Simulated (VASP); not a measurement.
From an Ansatz input to VASP: SrO (strained rocksalt)

Ansatz input

```yaml
crystal:
  lattice:
    - [0.0, 2.5798923265, 2.5798923265]
    - [2.631490173, 0.0, 2.5798923265]
    - [2.631490173, 2.5798923265, 0.0]
  atoms:
    - { symbol: Sr, position: [0.0, 0.0, 0.0] }
    - { symbol: O, position: [0.5, 0.5, 0.5] }
kpoints:
  mp_grid: { grid: [8, 8, 8] }
  band_path:
    path:
      - [0.0, 0.0, 0.0]
      - [0.5, 0.0, 0.5]
      - [0.625, 0.25, 0.625]
      - [0.375, 0.375, 0.75]
      - [0.5, 0.5, 0.5]
      - [0.5, 0.25, 0.75]
    npoints: 1
hamiltonian:
  xc: r2scan
scf:
  occupations: { method: fixed }
  n_extra_bands: 4
output:
  forces: true
  stress: true
  eigenvalues: true
```

Q: Translate this input to VASP.

A: 

INCAR

```
NELM = 120
ISMEAR = 0
SIGMA = 0.01
IBRION = -1
LWAVE = .FALSE.
ISIF = 2
NSW = 0
NBANDS = 15
LCHARG = .FALSE.
LASPH = .TRUE.
EDIFF = 1E-7
ALGO = Normal
LREAL = .FALSE.
METAGGA = R2SCAN
PREC = Accurate
ENCUT = 520
```

KPOINTS

```
KPOINTS created by Atomic Simulation Environment
0
Gamma
8 8 8
0 0 0
```

KPOINTS_OPT

```
special points
6
Reciprocal
0.0000000000 0.0000000000 0.0000000000 1
0.5000000000 0.0000000000 0.5000000000 1
0.6250000000 0.2500000000 0.6250000000 1
0.3750000000 0.3750000000 0.7500000000 1
0.5000000000 0.5000000000 0.5000000000 1
0.5000000000 0.2500000000 0.7500000000 1
```

POSCAR

```
Sr O
 1.0000000000000000
     0.0000000000000000    2.5798923265000000    2.5798923265000000
     2.6314901730000000    0.0000000000000000    2.5798923265000000
     2.6314901730000000    2.5798923265000000    0.0000000000000000
 Sr  O
   1   1
Cartesian
  0.0000000000000000  0.0000000000000000  0.0000000000000000
  2.6314901730000000  2.5798923265000000  2.5798923265000000
```

VASP ran with the recommended PBE PAW datasets (16 valence electrons in the cell). Other inputs would serve too.

```json
{"": "gap between bands v and c", "Ansatz": "3.76 eV", "VASP": "3.71 eV"}
{"": "least direct gap", "Ansatz": "3.85 eV", "VASP": "3.81 eV"}
{"": "pressure", "Ansatz": "-1.7 GPa", "VASP": "-1.2 GPa"}
```

Datasets and cutoffs are each program's own. VASP's cell holds 16 valence electrons and Ansatz's 16. Ansatz's stress includes a Pulay correction; VASP's doesn't.
